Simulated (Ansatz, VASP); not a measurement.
## BN: VASP beside Ansatz

```
CELL_PARAMETERS angstrom
2.52488 0.00000 0.00000
-1.26244 2.18661 0.00000
0.00000 0.00000 4.06212
ATOMIC_POSITIONS crystal
B 0.00000 0.00000 0.00000
B 0.00000 0.00000 0.50000
N 0.33333 0.66667 0.25000
N 0.66667 0.33333 0.75000
```

Alike in both runs: task single point; functional PBE; k mesh 9 × 9 × 6; no spin polarisation.

|  | VASP | Ansatz |
| --- | --- | --- |
| version | VASP 6.6.1 | Ansatz 0.2.0 |
| potentials or method | VASP PAW PBE potentials, release 64 (B, N) | plane waves, PAW |
| plane-wave cutoff (eV) | 520 | 420 |
| occupations | gaussian, width 0.01 eV | fixed |
| valence electrons in the cell | 16 | 16 |

Ansatz gave:

```
gap on the k mesh at the Fermi level (eV)       : 1.35
pressure (GPa)                                  : -10.3
largest component of the traceless stress (GPa) : 0.72
```

Problem. What did VASP give for the same quantities?

Solution. gap on the k mesh at the Fermi level (eV): 1.35; pressure (GPa): -10.6; largest component of the traceless stress (GPa): 0.83.

Caveats: an odd mesh through Γ misses points on the zone boundary, where band edges often lie. As with any semilocal functional, this PBE gap is likely too small.
